Q: I put aluminium into a cell with its measured room-temperature edge, and the calculation reports a pressure. Nobody is squeezing the metal. What does the number mean?

A: It tells you what size of cell the functional would prefer. A negative pressure means that it wants a smaller cell, a positive one a larger cell. The atoms and the cell are the same in every row, so the pressures mainly compare the functionals. One reservation remains: only LDA and PBE run with potentials made for them. The others borrow PBE's, and the effect of that isn't tested here.

Pressure of fcc aluminium at a fixed conventional cell edge of 4.0496 Å, from plane-wave PAW DFT with VASP 6.6.1, without spin polarisation. All rows use a 520 eV cutoff, PREC = Accurate, an 11×11×11 k mesh and Fermi-Dirac smearing of 0.05 eV. Pressure is positive in compression.

```
functional                            potentials  pressure (GPa)
       LDA  VASP PAW LDA potentials, recommended          -3.610
       PBE  VASP PAW PBE potentials, recommended          -0.460
    PBEsol  VASP PAW PBE potentials, recommended          -1.870
      RPBE  VASP PAW PBE potentials, recommended           0.830
      BLYP  VASP PAW PBE potentials, recommended           3.140
    r2SCAN  VASP PAW PBE potentials, recommended          -3.640
      PW91  VASP PAW PBE potentials, recommended          -0.030
      SCAN  VASP PAW PBE potentials, recommended               ?
   revTPSS  VASP PAW PBE potentials, recommended               ?
```

Q: Then PW91 wins, with a pressure of almost zero?

A: No, because zero is the wrong target. Your measured cell is swollen by the thermal and the zero-point motion of its atoms, and the calculation contains neither. Together they stretch the edge by roughly 0.8 %, a recalled figure. Pressure is the bulk modulus times the relative change in volume, and the volume changes three times as fast as the edge. With a rough bulk modulus of 75 GPa, an accurate functional should therefore give about $-3\times75\times0.008\approx-1.8$ GPa.

Q: Why does the pressure climb from PBEsol through PBE to RPBE?

A: These functionals look at how steeply the electron density varies, and their exchange energy is lowered where it varies strongly. Expanding the crystal makes the density less even, so this gain grows with volume and pushes the cell outward. Of these three, PBEsol rewards unevenness least and RPBE most, so the pressure should climb in that order. The cleanest evidence is the step from PBE to RPBE, where only the form of exchange changes and the pressure rises by 1.3 GPa. Between PBEsol and PBE correlation changes too, so that step can't be credited to exchange alone.

Q: r2SCAN is more elaborate than any of these, yet it sits beside LDA, the simplest. How can that be?

A: r2SCAN belongs to the meta-GGAs, which also read the kinetic-energy density of the electrons. That lets them treat a metallic region differently from a bond or the tail of an atom, so they need not continue the climb from PBEsol to RPBE. Two quite different recipes can still arrive at the same pressure in one cell, and I read nothing more into the tie.

Q: Can you forecast SCAN and revTPSS, then?

A: I can judge them by their nearest relatives. r2SCAN is a smoothed descendant of SCAN, so for SCAN I take r2SCAN's value, $-3.6$ GPa. revTPSS shares with PBEsol the way exchange responds to gentle density variations, and with r2SCAN the use of the kinetic-energy density. I place it halfway between those two, at $-2.8$ GPa. The halfway point is a judgement, not a derivation.

Q: How far would you trust that?

A: To about half a per cent in the cell edge, which is 1.1 GPa by the same conversion as before. That gives $-4.8$ to $-2.5$ GPa for SCAN and $-3.9$ to $-1.6$ GPa for revTPSS. I expect both to lie below PBEsol, and SCAN probably below revTPSS, though the ranges overlap.

The withheld rows as computed:

```
functional                            potentials  pressure (GPa)
      SCAN  VASP PAW PBE potentials, recommended          -2.230
   revTPSS  VASP PAW PBE potentials, recommended          -2.490
```

Q: SCAN has escaped your range.

A: It has. The computed $-2.23$ GPa is 1.4 GPa above my forecast, and SCAN also lies slightly above revTPSS, so I had their order wrong. Both are below PBEsol, as expected. For SCAN, family likeness did no better than quoting the average of the seven known rows, as the output below shows.

Q: What went wrong?

A: I assumed that smoothing a functional would hardly move the pressure. In fact SCAN and r2SCAN differ by as much as PBEsol and PBE do, which amounts to about 0.6 % in the cell edge. The two treat the kinetic-energy density through different switching functions, and r2SCAN also keeps less of SCAN's gradient expansion for exchange. My guess is that aluminium feels this change strongly because much of its valence density resembles a uniform electron gas. Right there SCAN's switching function is flat, while r2SCAN's has a slope. These calculations don't isolate that effect, nor do they test SCAN's known sensitivity to numerical grids.

Q: At least revTPSS came out well.

A: The forecast missed by only 0.3 GPa, far less than the average of the known rows would have. But look at how little that hit decides. Had I used SCAN instead of r2SCAN as the second relative, the halfway point would have been $(-1.87-2.23)/2=-2.05$ GPa, and revTPSS would still have fallen within 1.1 GPa of it. The hit supports a place in this neighbourhood, not the particular recipe of averaging two relatives.

Q: So which functional gets my aluminium cell about right?

A: PBEsol lies closest to the rough target of $-1.8$ GPa, followed by SCAN and revTPSS. The target rests on rounded values for the expansion and the stiffness, so don't read much into the order of these three. It does tell you that LDA and r2SCAN make this cell too small, that PBE and PW91 make it too large despite their small pressures, and that BLYP overshoots most. BLYP's correlation part doesn't reproduce the uniform electron gas, a known weakness for simple metals. And if you replace SCAN by r2SCAN, check the cell again: the similar names don't guarantee similar sizes.

The analysis program printed:

```
PBEsol minus LDA, GPa: 1.74
PBE minus PBEsol, GPa: 1.41
RPBE minus PBE (exchange form only), GPa: 1.29
BLYP minus PBE, GPa: 3.6
PW91 minus PBE, GPa: 0.43
r2SCAN minus LDA, GPa: -0.03
r2SCAN minus PBEsol, GPa: -1.77
rough static pressure expected of an accurate functional, GPa: -1.8
error bar of both forecasts, GPa: 1.125
SCAN forecast, GPa: -3.64
SCAN range lower end, GPa: -4.765
SCAN range upper end, GPa: -2.515
revTPSS forecast, GPa: -2.755
revTPSS range lower end, GPa: -3.88
revTPSS range upper end, GPa: -1.63
fit of pressure on 7 rows: constant -0.8057 +/- 0.93; rms 2.27, worst BLYP -3.95, leave-one-out rms 2.65
  rows outside the fit (model, value, miss): SCAN -0.8057, -2.23, 1.42; revTPSS -0.8057, -2.49, 1.68
SCAN forecast minus computed, GPa: -1.41
revTPSS forecast minus computed, GPa: -0.265
revTPSS minus SCAN as computed, GPa: -0.26
Rough change of the cell edge that each functional wants:
      row  pressure GPa  edge change per cent
      LDA         -3.61                -1.604
      PBE         -0.46               -0.2044
   PBEsol         -1.87               -0.8311
     RPBE          0.83                0.3689
     BLYP          3.14                 1.396
   r2SCAN         -3.64                -1.618
     PW91         -0.03              -0.01333
     SCAN         -2.23               -0.9911
  revTPSS         -2.49                -1.107
```
